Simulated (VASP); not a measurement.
Runs of VASP 6.6.1 on C. The structure is cubic, space group Fd-3m (No. 227). The conventional cell has a = 3.567 Å, b = 3.567 Å, c = 3.567 Å, α = 90.00°, β = 90.00°, γ = 90.00°. Around C (site symmetry -43m) lie 4 C at 1.54 Å. This isn't the form of C at room conditions, which is graphite.

```tsv
level	gap on the mesh (eV)	pressure (GPa)	relaxed volume (Å³/atom)
PBEsol+D4	4.05	0.0	(a)
revPBE+D3	4.12	0.0	5.70
RPBE+D3	4.12	0.0	(b)
revPBE+D4	4.17	0.0	(c)
PBEsol+rVV10	4.02	0.0	5.61
```

Alike in all rows: task relaxation of cell and atoms; potentials or basis VASP PAW PBE potentials, release 64 (C); no spin polarisation; cell relaxed; k mesh 13 × 13 × 13; cutoff (eV) 600; smearing fermi-dirac 0.05 eV.

Problem. Fill in the values left out.

Solution. (a) 5.58; (b) 5.72; (c) 5.59.

Caveats: the PAW data sets were made with another functional, which shifts forces and pressure a little; an odd mesh through Γ misses points on the zone boundary, where band edges often lie.

Runs at the PBE level aren't shown here.
